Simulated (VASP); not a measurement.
# Be (Fm-3m) in VASP: notebook

The runs below take Be through band structure, with PBEsol, RPBE, revPBE, BLYP, AM05.

Everything below comes from runs of VASP 6.6.1. Logs are shortened: lines on timing, memory, paths and dates and some standing lists are left out, and cuts for length are marked.

## Step 1: The structure

It takes space group Fm-3m (No. 225, cubic). The conventional cell has a = 3.158 Å, b = 3.158 Å, c = 3.158 Å, α = 90.00°, β = 90.00°, γ = 90.00°. Around Be (site symmetry m-3m) lie 12 Be at 2.23 Å.

The cell was built by a generator and needn't be a form met in nature.

## Step 2: Band structure, PBEsol

File INCAR:

```
PREC = Accurate
ENCUT = 520
EDIFF = 1E-7
ISMEAR = -1
SIGMA = 0.05
LREAL = F
LASPH = T
NELM = 100
ALGO = Normal
ISIF = 2
LWAVE = F
LCHARG = F
GGA = PS
```

File KPOINTS:

```
regular mesh
0
Gamma
  14 14 14
```

File POSCAR:

```
Be
1.0
    0.0000000000      1.5790500000      1.5790500000
    1.5790500000      0.0000000000      1.5790500000
    1.5790500000      1.5790500000      0.0000000000
Be
1
Direct
    0.0000000000      0.0000000000      0.0000000000
```

File KPOINTS_OPT:

```
path GXWKGLUWLK,UX
10
line-mode
reciprocal
 0.0000000000  0.0000000000  0.0000000000  G
 0.5000000000  0.0000000000  0.5000000000  X

 0.5000000000  0.0000000000  0.5000000000  X
 0.5000000000  0.2500000000  0.7500000000  W

 0.5000000000  0.2500000000  0.7500000000  W
 0.3750000000  0.3750000000  0.7500000000  K

 0.3750000000  0.3750000000  0.7500000000  K
 0.0000000000  0.0000000000  0.0000000000  G

 0.0000000000  0.0000000000  0.0000000000  G
 0.5000000000  0.5000000000  0.5000000000  L

 0.5000000000  0.5000000000  0.5000000000  L
 0.6250000000  0.2500000000  0.6250000000  U

 0.6250000000  0.2500000000  0.6250000000  U
 0.5000000000  0.2500000000  0.7500000000  W

 0.5000000000  0.2500000000  0.7500000000  W
 0.5000000000  0.5000000000  0.5000000000  L

 0.5000000000  0.5000000000  0.5000000000  L
 0.3750000000  0.3750000000  0.7500000000  K

 0.6250000000  0.2500000000  0.6250000000  U
 0.5000000000  0.0000000000  0.5000000000  X
```

Potentials or basis: VASP PAW PBE potentials, release 64 (Be).

Launch:

```sh
$ cat potpaw_PBE.64/Be/POTCAR > POTCAR
$ mpirun -np 1 vasp_std > vasp.out
```

OUTCAR:

```text
PREC = Accurate
   ENCUT = 520
   EDIFF = 1E-7
   ISMEAR = -1
   LREAL = F
   LASPH = T
   NELM = 100
   ISIF = 2
   GGA = PS

 ion  position               nearest neighbor table
   1  0.000  0.000  0.000-

  LATTYP: Found a face centered cubic cell.
 ALAT       =     3.1581000000

  Lattice vectors:

 A1 = (   0.0000000000,   1.5790500000,   1.5790500000)
 A2 = (   1.5790500000,   0.0000000000,   1.5790500000)
 A3 = (   1.5790500000,   1.5790500000,   0.0000000000)

Analysis of symmetry for initial positions (statically):
=====================================================================
 Subroutine PRICEL returns:
 Original cell was already a primitive cell.

 Routine SETGRP: Setting up the symmetry group for a
 face centered cubic supercell.

 Subroutine GETGRP returns: Found 48 space group operations
 (whereof 48 operations were pure point group operations)
 out of a pool of 48 trial point group operations.

The static configuration has the point symmetry O_h .

Analysis of symmetry for dynamics (positions and initial velocities):
=====================================================================
 Subroutine PRICEL returns:
 Original cell was already a primitive cell.

 Routine SETGRP: Setting up the symmetry group for a
 face centered cubic supercell.

 Subroutine GETGRP returns: Found 48 space group operations
 (whereof 48 operations were pure point group operations)
 out of a pool of 48 trial point group operations.

The dynamic configuration has the point symmetry O_h .

 Subroutine INISYM returns: Found 48 space group operations
 (whereof 48 operations are pure point group operations),
 and found     1 'primitive' translations

----------------------------------------------------------------------------------------

                                     Primitive cell

  volume of cell :       7.8744

  direct lattice vectors                    reciprocal lattice vectors
     0.000000000  1.579050000  1.579050000    -0.316646085  0.316646085  0.316646085
     1.579050000  0.000000000  1.579050000     0.316646085 -0.316646085  0.316646085
     1.579050000  1.579050000  0.000000000     0.316646085  0.316646085 -0.316646085

  length of vectors
     2.233113926  2.233113926  2.233113926     0.548447107  0.548447107  0.548447107

  position of ions in fractional coordinates (direct lattice)
     0.000000000  0.000000000  0.000000000

  ion indices of the primitive-cell ions
   primitive index   ion index
                 1           1
[... 71 lines left out ...]
   NELM   =    100;   NELMIN=  2; NELMDL= -5     # of ELM steps
   EDIFF  = 0.1E-06   stopping-criterion for ELM
   LREAL  =      F    real-space projection
   EDIFFG = 0.1E-05   stopping-criterion for IOM
   NSW    =      0    number of steps for IOM
   IBRION =     -1    ionic relax: 0-MD 1-quasi-New 2-CG
   NFREE  =      0    steps in history (QN), initial steepest desc. (CG)
   ISIF   =      2    stress and relaxation
   ISYM   =      2    0-nonsym 1-usesym 2-fastsym
   POTIM  = 0.5000    time-step for ionic-motion
   TEBEG  =    0.0;   TEEND  =   0.0 temperature during run
   PSTRESS=    0.0 pullay stress
   NELECT =       2.0000    total number of electrons
   NUPDOWN=      -1.0000    fix difference up-down
   EMIN   =  10.00;   EMAX   =-10.00  energy-range for DOS
   EFERMI =   0.00;   METHOD = LEGACY
   ISMEAR =    -1;   SIGMA  =   0.05  broadening in eV -4-tet -1-fermi 0-gaus
   EFERMI_NEDOS =   21; number of points for ismear=-14 and -15
   IALGO  =     38    algorithm
   IMIX   =      4    mixing-type and parameters
     AMIX     =   0.40;   BMIX     =  1.00
     AMIX_MAG =   1.60;   BMIX_MAG =  1.00
  volume/ion in A,a.u.               =       7.87        53.14
  Fermi-wavevector in a.u.,A,eV,Ry     =   1.036762  1.959196 14.624560  1.074875
  Thomas-Fermi vector in A             =   2.171168
   LORBIT       =      0    0 simple, 1 ext, 2 COOP (PROOUT), +10 PAW based schemes
   GGA     = PS    functional components
   LHFCALC =     F    Hartree Fock is set to
   AEXX    =    0.0000 exact exchange contribution
   IVDW    =     0    specifies the selected vdW correction
   LEPSILON=     F    determine dielectric tensor
   LRPA    =     F    only Hartree local field effects (RPA)
 non-spin polarized calculation
  energy-cutoff  :      520.00
  volume of cell :        7.87
 maximum number of plane-waves:       222
 NGX is ok and might be reduce to    18
   NGX =  9   NGY =  9   NGZ =  9

 number of electron       2.0000000 magnetization

 Free energy of the ion-electron system (eV)
  ---------------------------------------------------
  ext. energy  EPLUGINS =         0.00000000
  ---------------------------------------------------
  free energy    TOTEN  =        -3.91495776 eV

  energy without entropy =       -3.91401083  energy(sigma->0) =       -3.91448429

 E-fermi :   7.4907     XC(G=0): -10.6251

 val. band max:        7.3920228011   @ k =  -0.2857   0.4286   0.2143
 cond. band min:       7.5341243442   @ k =  -0.2857   0.5000   0.2143
 fundamental gap:      0.1421015431
 Fermi energy:         7.4907240292

 k-point     1 :       0.0000    0.0000    0.0000
  band No.  band energies     occupation
      1      -4.3206      2.00000
      2      26.9881      0.00000
      3      26.9881      0.00000
      4      26.9881      0.00000
      5      36.6669      0.00000
[... 177 lines left out ...]
 k-point    24 :       0.2857    0.1429    0.0000
  band No.  band energies     occupation
      1      -1.8369      2.00000
      2      17.6374      0.00000
      3      21.8456      0.00000
      4      25.4574      0.00000
      5      30.1316      0.00000

 [... further k-points ...]

------------------------ aborting loop because EDIFF is reached ----------------------------------------

  FORCE on cell =-STRESS in cart. coord.  units (eV):
  Direction    XX          YY          ZZ          XY          YZ          ZX
  --------------------------------------------------------------------------------------
  -------------------------------------------------------------------------------------
  Total       -0.0475152     -0.0475152     -0.0475152      0.0000000     -0.0000000      0.0000000
  in kB       -9.6677594     -9.6677594     -9.6677594      0.0000000     -0.0000000      0.0000000
  external PRESSURE =      -9.6677594 kB  Pullay stress =       0.0000000 kB

 VOLUME and BASIS-vectors are now :
 -----------------------------------------------------------------------------
  energy-cutoff  :      520.00
  volume of cell :        7.87
      direct lattice vectors                 reciprocal lattice vectors
     0.000000000  1.579050000  1.579050000    -0.316646085  0.316646085  0.316646085
     1.579050000  0.000000000  1.579050000     0.316646085 -0.316646085  0.316646085
     1.579050000  1.579050000  0.000000000     0.316646085  0.316646085 -0.316646085

 POSITION                                       TOTAL-FORCE (eV/Angst)
 -----------------------------------------------------------------------------------
      0.00000      0.00000      0.00000        -0.000000      0.000000      0.000000
 -----------------------------------------------------------------------------------
    total drift:                               -0.000000     -0.000000     -0.000000

  FREE ENERGIE OF THE ION-ELECTRON SYSTEM (eV)
  ---------------------------------------------------
  free  energy   TOTEN  =        -3.9149577560 eV

  energy  without entropy=       -3.9140108286  energy(sigma->0) =       -3.91448429
```

OSZICAR:

```text
N       E                     dE             d eps       ncg     rms          rms(c)
DAV:   1    -0.194418120774E+01   -0.19442E+01   -0.10878E+03  1100   0.322E+02
DAV:   2    -0.391776330884E+01   -0.19736E+01   -0.16388E+01  1455   0.395E+01
DAV:   3    -0.392855314579E+01   -0.10790E-01   -0.10789E-01  1185   0.230E+00
DAV:   4    -0.392856053940E+01   -0.73936E-05   -0.73936E-05  1530   0.490E-02
DAV:   5    -0.392856053981E+01   -0.40593E-09   -0.42257E-09  1205   0.316E-04    0.812E-01
DAV:   6    -0.391879547712E+01    0.97651E-02   -0.76053E-04  1090   0.415E-01    0.495E-01
DAV:   7    -0.391496111311E+01    0.38344E-02   -0.79574E-04  1055   0.421E-01    0.937E-03
DAV:   8    -0.391495720508E+01    0.39080E-05   -0.96315E-07  1230   0.122E-02    0.324E-03
DAV:   9    -0.391495783532E+01   -0.63024E-06   -0.20631E-07  1225   0.395E-03    0.328E-04
DAV:  10    -0.391495775602E+01    0.79309E-07   -0.15999E-09   640   0.410E-04
   1 F= -.39149578E+01 E0= -.39144843E+01  d E =-.946927E-03
       N       E                     dE             ncg
DAV:   1     0.100585566510E+04   -0.96718E+04     1045
DAV:   2     0.733100943390E+03   -0.27275E+03     1405
DAV:   3     0.732036693806E+03   -0.10642E+01     1145
DAV:   4     0.732036024479E+03   -0.66933E-03     1390
DAV:   5     0.732036024177E+03   -0.30198E-06     1160
DAV:   6     0.732036024177E+03   -0.11448E-09     1350
```

Wall time 3 s (1 thread of AMD EPYC 9R45 (Zen 5), shared host); peak memory 0.08 GiB.

Results:

* Free energy: -3.9150 eV
* Pressure: -1.0 GPa
* Band gap along the path: none (metal or under the smearing width)

Levels at the corners of the path, in eV from the Fermi level:
```
point  band 1  band 2  band 3  band 4
    Γ  -11.81   19.50   19.50   19.50
    X   -2.63    3.90    9.57    9.57
    X   -2.63    3.90    9.57    9.57
    W    1.00    1.00    3.17   10.31
    W    1.00    1.00    3.17   10.31
    K   -0.81    0.46    6.69   11.22
    K   -0.81    0.46    6.69   11.22
    Γ  -11.81   19.50   19.50   19.50
    Γ  -11.81   19.50   19.50   19.50
    L   -5.26    0.08   16.55   16.55
    L   -5.26    0.08   16.55   16.55
    U   -0.81    0.46    6.69   11.22
    U   -0.81    0.46    6.69   11.22
    W    1.00    1.00    3.17   10.31
    W    1.00    1.00    3.17   10.31
    L   -5.26    0.08   16.55   16.55
    L   -5.26    0.08   16.55   16.55
    K   -0.81    0.46    6.69   11.22
    U   -0.81    0.46    6.69   11.22
    X   -2.63    3.90    9.57    9.57
```

Caveat: the PAW data sets were made with another functional, which shifts forces and pressure a little.

## Step 3: Band structure, RPBE

Edit INCAR of step 2 so:

```diff
@@ -12,2 +12,2 @@
 LCHARG = F
-GGA = PS
+GGA = RP
```

KPOINTS is that of step 2.

POSCAR is that of step 2.

KPOINTS_OPT is that of step 2.

Potentials or basis: VASP PAW PBE potentials, release 64 (Be).

Launch:

```sh
$ cat potpaw_PBE.64/Be/POTCAR > POTCAR
$ mpirun -np 1 vasp_std > vasp.out
```

OUTCAR:

```text
PREC = Accurate
   ENCUT = 520
   EDIFF = 1E-7
   ISMEAR = -1
   LREAL = F
   LASPH = T
   NELM = 100
   ISIF = 2
   GGA = RP

 ion  position               nearest neighbor table
   1  0.000  0.000  0.000-

  LATTYP: Found a face centered cubic cell.
 ALAT       =     3.1581000000

  Lattice vectors:

 A1 = (   0.0000000000,   1.5790500000,   1.5790500000)
 A2 = (   1.5790500000,   0.0000000000,   1.5790500000)
 A3 = (   1.5790500000,   1.5790500000,   0.0000000000)

Analysis of symmetry for initial positions (statically):
=====================================================================
 Subroutine PRICEL returns:
 Original cell was already a primitive cell.

 Routine SETGRP: Setting up the symmetry group for a
 face centered cubic supercell.

 Subroutine GETGRP returns: Found 48 space group operations
 (whereof 48 operations were pure point group operations)
 out of a pool of 48 trial point group operations.

The static configuration has the point symmetry O_h .

Analysis of symmetry for dynamics (positions and initial velocities):
=====================================================================
[... 156 lines left out ...]

 E-fermi :   7.6128     XC(G=0): -10.6244

 val. band max:        7.5264331181   @ k =  -0.2857   0.4286   0.2143
 cond. band min:       7.6222706145   @ k =   0.5000   0.0000   0.0000
 fundamental gap:      0.0958374964
 Fermi energy:         7.6128085171

 k-point     1 :       0.0000    0.0000    0.0000
  band No.  band energies     occupation
      1      -4.2756      2.00000
      2      27.3004      0.00000
      3      27.3004      0.00000
      4      27.3004      0.00000
      5      36.6674      0.00000
[... 177 lines left out ...]
 k-point    24 :       0.2857    0.1429    0.0000
  band No.  band energies     occupation
      1      -1.7689      2.00000
      2      17.7890      0.00000
      3      22.0782      0.00000
      4      25.7139      0.00000
      5      30.1496      0.00000

 [... further k-points ...]

------------------------ aborting loop because EDIFF is reached ----------------------------------------

  FORCE on cell =-STRESS in cart. coord.  units (eV):
  Direction    XX          YY          ZZ          XY          YZ          ZX
  --------------------------------------------------------------------------------------
  -------------------------------------------------------------------------------------
  Total        0.1530368      0.1530368      0.1530368      0.0000000      0.0000000      0.0000000
  in kB       31.1378595     31.1378595     31.1378595      0.0000000      0.0000000      0.0000000
  external PRESSURE =      31.1378595 kB  Pullay stress =       0.0000000 kB

 VOLUME and BASIS-vectors are now :
 -----------------------------------------------------------------------------
  energy-cutoff  :      520.00
  volume of cell :        7.87
      direct lattice vectors                 reciprocal lattice vectors
     0.000000000  1.579050000  1.579050000    -0.316646085  0.316646085  0.316646085
     1.579050000  0.000000000  1.579050000     0.316646085 -0.316646085  0.316646085
     1.579050000  1.579050000  0.000000000     0.316646085  0.316646085 -0.316646085

 POSITION                                       TOTAL-FORCE (eV/Angst)
 -----------------------------------------------------------------------------------
      0.00000      0.00000      0.00000         0.000000      0.000000      0.000000
 -----------------------------------------------------------------------------------
    total drift:                               -0.000000      0.000000     -0.000000

  FREE ENERGIE OF THE ION-ELECTRON SYSTEM (eV)
  ---------------------------------------------------
  free  energy   TOTEN  =        -3.4259936227 eV

  energy  without entropy=       -3.4248728246  energy(sigma->0) =       -3.42543322
```

stdout:

```text
POSCAR found type information on POSCAR Be
 POSCAR found :  1 types and       1 ions
 scaLAPACK will be used
 -----------------------------------------------------------------------------
|                                                                             |
|                                                                             |
|     You enforced a specific xc type in the INCAR file but a different       |
|     I HOPE YOU KNOW WHAT YOU ARE DOING!                                     |
|                                                                             |
 -----------------------------------------------------------------------------

 LDA part: xc-table for (Slater+PW92), standard interpolation
 POSCAR, INCAR and KPOINTS ok, starting setup
 FFT: planning ... GRIDC
 FFT: planning ... GRID_SOFT
 FFT: planning ... GRID
 WAVECAR not read
 entering main loop
 Start KPOINTS_OPT (optional k-point list driver)
k-point batch [1-100\100]
```

It took 3.3 s on 1 thread of AMD EPYC 9R45 (Zen 5), shared host; peak memory 0.09 GiB.

What came out:

```
Free energy             : -3.4260 eV
Pressure                : 3.1 GPa
Band gap along the path : none (metal or under the smearing width)
```

Levels at the corners of the path, in eV from the Fermi level:
| point | band 1 | band 2 | band 3 | band 4 | band 5 |
| --- | --- | --- | --- | --- | --- |
| Γ | -11.89 | 19.69 | 19.69 | 19.69 | 29.05 |
| X | -2.61 | 3.82 | 9.67 | 9.67 | 15.12 |
| X | -2.61 | 3.82 | 9.67 | 9.67 | 15.12 |
| W | 1.02 | 1.02 | 3.16 | 10.27 | 25.60 |
| W | 1.02 | 1.02 | 3.16 | 10.27 | 25.60 |
| K | -0.79 | 0.47 | 6.62 | 11.32 | 20.60 |
| K | -0.79 | 0.47 | 6.62 | 11.32 | 20.60 |
| Γ | -11.89 | 19.69 | 19.69 | 19.69 | 29.05 |
| Γ | -11.89 | 19.69 | 19.69 | 19.69 | 29.05 |
| L | -5.25 | 0.01 | 16.72 | 16.72 | 26.20 |
| L | -5.25 | 0.01 | 16.72 | 16.72 | 26.20 |
| U | -0.79 | 0.47 | 6.62 | 11.32 | 20.60 |
| U | -0.79 | 0.47 | 6.62 | 11.32 | 20.60 |
| W | 1.02 | 1.02 | 3.16 | 10.27 | 25.60 |
| W | 1.02 | 1.02 | 3.16 | 10.27 | 25.60 |
| L | -5.25 | 0.01 | 16.72 | 16.72 | 26.20 |
| L | -5.25 | 0.01 | 16.72 | 16.72 | 26.20 |
| K | -0.79 | 0.47 | 6.62 | 11.32 | 20.60 |
| U | -0.79 | 0.47 | 6.62 | 11.32 | 20.60 |
| X | -2.61 | 3.82 | 9.67 | 9.67 | 15.12 |

Caveat: the PAW data sets were made with another functional, which shifts forces and pressure a little.

## Step 4: Band structure, revPBE

Edit INCAR of step 3 so:

```diff
@@ -12,2 +12,2 @@
 LCHARG = F
-GGA = RP
+GGA = RE
```

KPOINTS is that of step 3.

POSCAR is that of step 3.

KPOINTS_OPT is that of step 3.

Launch:

```sh
$ cat potpaw_PBE.64/Be/POTCAR > POTCAR
$ mpirun -np 1 vasp_std > vasp.out
```

It took 3.3 s on 1 thread of AMD EPYC 9R45 (Zen 5), shared host; peak memory 0.08 GiB.

It converged, with:

| Quantity | Value |
| --- | --- |
| Free energy | -3.4694 eV |
| Pressure | 2.6 GPa |
| Band gap along the path | none (metal or under the smearing width) |

Levels at the corners of the path, in eV from the Fermi level:
```
point  band 1  band 2  band 3  band 4  band 5
    Γ  -11.88   19.66   19.66   19.66   29.07
    X   -2.61    3.83    9.65    9.65   15.13
    X   -2.61    3.83    9.65    9.65   15.13
    W    1.02    1.02    3.16   10.27   25.59
    W    1.02    1.02    3.16   10.27   25.59
    K   -0.79    0.47    6.63   11.30   20.61
    K   -0.79    0.47    6.63   11.30   20.61
    Γ  -11.88   19.66   19.66   19.66   29.07
    Γ  -11.88   19.66   19.66   19.66   29.07
    L   -5.25    0.02   16.69   16.69   26.21
    L   -5.25    0.02   16.69   16.69   26.21
    U   -0.79    0.47    6.63   11.30   20.61
    U   -0.79    0.47    6.63   11.30   20.61
    W    1.02    1.02    3.16   10.27   25.59
    W    1.02    1.02    3.16   10.27   25.59
    L   -5.25    0.02   16.69   16.69   26.21
    L   -5.25    0.02   16.69   16.69   26.21
    K   -0.79    0.47    6.63   11.30   20.61
    U   -0.79    0.47    6.63   11.30   20.61
    X   -2.61    3.83    9.65    9.65   15.13
```

Caveat: the PAW data sets were made with another functional, which shifts forces and pressure a little.

## Step 5: Band structure, BLYP

Edit INCAR of step 4 so:

```diff
@@ -12,2 +12,6 @@
 LCHARG = F
-GGA = RE
+GGA = B5
+ALDAX = 1.0
+AGGAX = 1.0
+AGGAC = 1.0
+ALDAC = 0.0
```

KPOINTS is that of step 4.

POSCAR is that of step 4.

KPOINTS_OPT is that of step 4.

Launch:

```sh
$ cat potpaw_PBE.64/Be/POTCAR > POTCAR
$ mpirun -np 1 vasp_std > vasp.out
```

It took 5.2 s on 1 thread of AMD EPYC 9R45 (Zen 5), shared host; peak memory 0.08 GiB.

Results (log left out):

* Free energy: -3.0162 eV
* Pressure: 0.2 GPa
* Band gap along the path: none (metal or under the smearing width)

Levels at the corners of the path, in eV from the Fermi level:
```tsv
point	band 1	band 2	band 3	band 4	band 5
Γ	-11.74	19.16	19.16	19.16	29.26
X	-2.65	4.02	9.45	9.45	15.31
X	-2.65	4.02	9.45	9.45	15.31
W	0.97	0.97	3.27	10.22	25.37
W	0.97	0.97	3.27	10.22	25.37
K	-0.83	0.51	6.71	11.08	20.68
K	-0.83	0.51	6.71	11.08	20.68
Γ	-11.74	19.16	19.16	19.16	29.26
Γ	-11.74	19.16	19.16	19.16	29.26
L	-5.20	0.08	16.27	16.27	26.46
L	-5.20	0.08	16.27	16.27	26.46
U	-0.83	0.51	6.71	11.08	20.68
U	-0.83	0.51	6.71	11.08	20.68
W	0.97	0.97	3.27	10.22	25.37
W	0.97	0.97	3.27	10.22	25.37
L	-5.20	0.08	16.27	16.27	26.46
L	-5.20	0.08	16.27	16.27	26.46
K	-0.83	0.51	6.71	11.08	20.68
U	-0.83	0.51	6.71	11.08	20.68
X	-2.65	4.02	9.45	9.45	15.31
```

Caveat: the PAW data sets were made with another functional, which shifts forces and pressure a little.

[end of part 1 of 2]
